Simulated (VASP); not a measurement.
Write the native input for VASP 6.6.1 that does the following.

```yaml
Task: band structure
Functional: BLYP
Potentials_or_basis: VASP PAW PBE potentials, release 64 (In_d, Pd)
Cutoff: 520 eV
k_mesh: 8 × 8 × 8
Occupations: fermi-dirac, width 0.05 eV
Spin: no spin polarisation
Further_INCAR_settings: ALGO = Normal; EDIFF = 1e-07; NBANDS = 18
```

Crystal: InPd.

```
CELL_PARAMETERS angstrom
3.27188 0.00000 0.00000
0.00000 3.27188 0.00000
0.00000 0.00000 3.27188
ATOMIC_POSITIONS crystal
In 0.00000 0.00000 0.00000
Pd 0.50000 0.50000 0.50000
```

The cell comes from a database or a generator and needn't be the stable form of this composition.

These files were run (other wordings do the same):

POSCAR

```
InPd
1.0
    3.2718847800      0.0000000000      0.0000000000
    0.0000000000      3.2718847800      0.0000000000
    0.0000000000      0.0000000000      3.2718847800
In Pd
1 1
Direct
    0.0000000000      0.0000000000      0.0000000000
    0.5000000000      0.5000000000      0.5000000000
```

INCAR.step1

```
SYSTEM = InPd
PREC     = Accurate       ! precision mode
ENCUT    = 520            ! plane-wave cutoff, eV
EDIFF    = 1E-7           ! SCF threshold, eV
ISMEAR   = -1             ! smearing method
SIGMA    = 0.05           ! smearing width, eV
LREAL    = .FALSE.        ! projectors in reciprocal space
LASPH    = .TRUE.         ! aspherical terms in the spheres
NELM     = 80             ! most SCF steps
ALGO     = Normal         ! electronic algorithm
ISIF     = 2              ! what is computed and relaxed
LWAVE    = .FALSE.        ! write WAVECAR
LCHARG   = .TRUE.         ! write CHGCAR
LMAXMIX  = 4              ! l up to which the mixer works
GGA      = B5             ! functional
ALDAX    = 1.0          
AGGAX    = 1.0          
AGGAC    = 1.0          
ALDAC    = 0.0          
NBANDS   = 18             ! bands
```

KPOINTS.step1

```
Automatic mesh
0
G
  8 8 8
  0 0 0
```

INCAR.step2

```
SYSTEM = InPd
PREC     = Accurate       ! precision mode
ENCUT    = 520            ! plane-wave cutoff, eV
EDIFF    = 1E-7           ! SCF threshold, eV
ISMEAR   = 0              ! smearing method
SIGMA    = 0.05           ! smearing width, eV
LREAL    = .FALSE.        ! projectors in reciprocal space
LASPH    = .TRUE.         ! aspherical terms in the spheres
NELM     = 80             ! most SCF steps
ALGO     = Normal         ! electronic algorithm
ISIF     = 2              ! what is computed and relaxed
LWAVE    = .FALSE.        ! write WAVECAR
LCHARG   = .FALSE.        ! write CHGCAR
LMAXMIX  = 4              ! l up to which the mixer works
GGA      = B5             ! functional
ALDAX    = 1.0          
AGGAX    = 1.0          
AGGAC    = 1.0          
ALDAC    = 0.0          
NBANDS   = 18             ! bands
ICHARG   = 11             ! starting density
```

KPOINTS.step2

```
path GXMGRX,MR
20
line-mode
reciprocal
 0.0000000000  0.0000000000  0.0000000000  G
 0.0000000000  0.5000000000  0.0000000000  X

 0.0000000000  0.5000000000  0.0000000000  X
 0.5000000000  0.5000000000  0.0000000000  M

 0.5000000000  0.5000000000  0.0000000000  M
 0.0000000000  0.0000000000  0.0000000000  G

 0.0000000000  0.0000000000  0.0000000000  G
 0.5000000000  0.5000000000  0.5000000000  R

 0.5000000000  0.5000000000  0.5000000000  R
 0.0000000000  0.5000000000  0.0000000000  X

 0.5000000000  0.5000000000  0.0000000000  M
 0.5000000000  0.5000000000  0.5000000000  R
```

Potentials or basis: VASP PAW PBE potentials, release 64 (In_d, Pd).

Launch:

```sh
$ cat potpaw_PBE.64/In_d/POTCAR potpaw_PBE.64/Pd/POTCAR > POTCAR
$ cp INCAR.step1 INCAR
$ cp KPOINTS.step1 KPOINTS
$ mpirun -np 1 vasp_std > vasp.out
$ cp INCAR.step2 INCAR
$ cp KPOINTS.step2 KPOINTS
$ mpirun -np 1 vasp_std > vasp.out
```

Results of the run:

| Quantity | Value |
| --- | --- |
| Band gap along the path | none (metal or under the smearing width) |

Caveat: the log is that of the step along the path at fixed density, whose energy, stress, charges and moments have no meaning; spin-orbit coupling is left out, which moves the levels of the heavy elements.

Run time: 37 s on 1 thread of AMD EPYC 9R45 96-Core Processor (Zen 5), with other jobs on the host, peak memory 0.16 GiB.
